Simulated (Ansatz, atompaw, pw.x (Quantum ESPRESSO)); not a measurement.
Zn: one change to the PAW (atompaw) potential, in the atom and in the bcc crystal

Zn (Z = 30), PAW, made with atompaw 4.2.0.5 (PBE, scalar-relativistic). Core [Ar], reference 3d10 4s2 4p0. Waves: 4s (bound): rc 2.65 bohr; 4s channel at -0.05 Ry: rc 2.80 bohr; 4p (bound, empty): rc 2.80 bohr; 4p channel at 3.55 Ry: rc 2.80 bohr; 3d (bound): rc 1.40 bohr; 3d channel at 2.2 Ry: rc 1.40 bohr. Local part: troulliermartins scheme with l = 3 at 0 Ry, radius 2.40 bohr. Core correction: smooth core density matched at 1.60 bohr. Augmentation charge: sinc compensation charge, radius 2.75 bohr; PAW radius 2.80 bohr; waves and projectors: custom polynom vanderbiltortho.

Change: wave 4p channel at 3.55 Ry: rc 2.80 bohr becomes 4p channel at 3.55 Ry: rc 1.60 bohr.

Cutoffs, loose and tight: the cutoffs (Ry, on a coarse ladder) from which the occupation-weighted sum of valence levels, in a spherical-Bessel basis at the reference potential, stays within 10 and 1 mRy of its value at 400 Ry. They see the waves and projectors alone, not the compensation charge or the core.

Crystal test: bcc Zn in pw.x 7.5, no spin, 15³ k-points, Fermi–Dirac smearing 0.01 Ry, cutoffs set for each file from its atomic test. The reference is all-electron LAPW (Ansatz 0.2.0) with the same functional, mesh and smearing; V0 and B0 come from Birch–Murnaghan fits to the pressures at five volumes. Errors are pseudo minus all-electron; Δ is the rms difference of the E(V) curves that follow from these fits, minima aligned, over ±6 % about the mean V0. Mesh and smearing are coarse, so the numbers serve the comparison and aren't converged zero-temperature values; the lattice is a test structure that the element need not adopt.

All-electron: a0 = 3.134 Å (V0 = 15.39 Å³/atom), B0 = 64.0 GPa.

Problem. Does the change bring the crystal closer to the all-electron result?

Solution. The mean pressure error goes from +0.28 to +0.10 GPa, so the change moves the solid closer to the all-electron pressures. At 80 % of its cutoff the pressure of the changed file moves by -0.26 GPa.

| quantity | base | changed |
| --- | --- | --- |
| outcome (atom) | generated | generated |
| cutoff, loose (atom) | 80 Ry | 80 Ry |
| cutoff, tight (atom) | 140 Ry | 140 Ry |
| bound ghosts (atom) | none | none |
| cutoffs in pw.x (Ry) | 170/900 | 170/900 |
| a0 (Å) | 3.141 | 3.137 |
| a0 error (%) | +0.23 | +0.12 |
| B0 error (%) | -13.9 | -11.5 |
| Δ (meV/atom) | 1.4 | 0.8 |
| mean pressure error (GPa) | +0.28 | +0.10 |

Base: The largest radius (2.80 bohr) exceeds half the bond length (2.56 bohr), so the spheres overlap, which is one possible source of error among others. This is a poor potential for the solid. The logarithmic derivative shows an extra or strongly shifted pseudo pole above the reference energy (s near 1.52 Ry). Changed file: The largest radius (2.80 bohr) exceeds half the bond length (2.56 bohr), so the spheres overlap, which is one possible source of error among others. This is a poor potential for the solid. The logarithmic derivative shows an extra or strongly shifted pseudo pole above the reference energy (s near 1.52 Ry). The atomic cutoffs weigh occupied waves only.
